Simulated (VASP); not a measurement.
## BN: relaxation of cell and atoms with r2SCAN

Crystal: BN.

```
B N
1.0
     2.50225    0.00000    0.00000
    -1.25112    2.16701    0.00000
     0.00000    0.00000    6.84603
B N
2 2
Direct
  0.33333 0.66667 0.25000
  0.66667 0.33333 0.75000
  0.33333 0.66667 0.75000
  0.66667 0.33333 0.25000
```

* Program: VASP 6.6.1
* Task: relaxation of cell and atoms
* Functional: r2SCAN
* Potentials or basis: VASP PAW PBE potentials, release 64 (B, N)
* Cutoff: 600 eV
* k mesh: 12 × 12 × 4
* Occupations: gaussian, width 0.03 eV
* Spin: no spin polarisation
* Further INCAR settings: ALGO = Normal; EDIFF = 1e-07; IBRION = 2; EDIFFG = -0.005; NSW = 90; ISIF = 3

The relaxed volume is 9.28 Å³/atom. The relaxed cell is a = 2.503 Å, b = 2.503 Å, c = 6.846 Å, α = 90.00°, β = 90.00°, γ = 120.00° and the space group after relaxing (to 0.05 Å) is P6_3/mmc (No. 194). The energy gained by relaxing is 0.0 meV/atom and the ionic steps are 3. The pressure after relaxing is 0.0 GPa. The band gap on the k mesh is 4.92 eV, indirect (least direct gap 5.37 eV).

Final structure:
```
CELL_PARAMETERS angstrom
2.50250 0.00000 0.00000
-1.25125 2.16723 0.00000
0.00000 0.00000 6.84593
ATOMIC_POSITIONS crystal
B 0.33333 0.66667 0.25000
B 0.66667 0.33333 0.75000
N 0.33333 0.66667 0.75000
N 0.66667 0.33333 0.25000
```

Levels at points of the mesh, in eV from the valence-band top:
```
           k point  band 5  band 6  band 7  band 8  band 9  band 10  band 11  band 12
(0.00, 0.00, 0.00)   -1.35   -1.35   -1.32   -1.32    5.42    10.66    12.33    12.33
(0.50, 0.00, 0.00)   -4.29   -4.24   -1.36   -0.50    4.92     6.20    10.20    10.70
(0.00, 0.00, 0.50)   -1.34   -1.34   -1.34   -1.34    7.75     7.75    12.38    12.38
(0.50, 0.00, 0.50)   -4.26   -4.26   -0.92   -0.92    5.36     5.36    10.63    10.63
```

It took 2.4 min on 1 thread of Intel(R) Xeon(R) 6975P-C (Granite Rapids), on a shared host, peak memory 0.17 GiB.

Caveat: the PAW data sets were made with another functional, which shifts forces and pressure a little. A k mesh can miss the band edges.
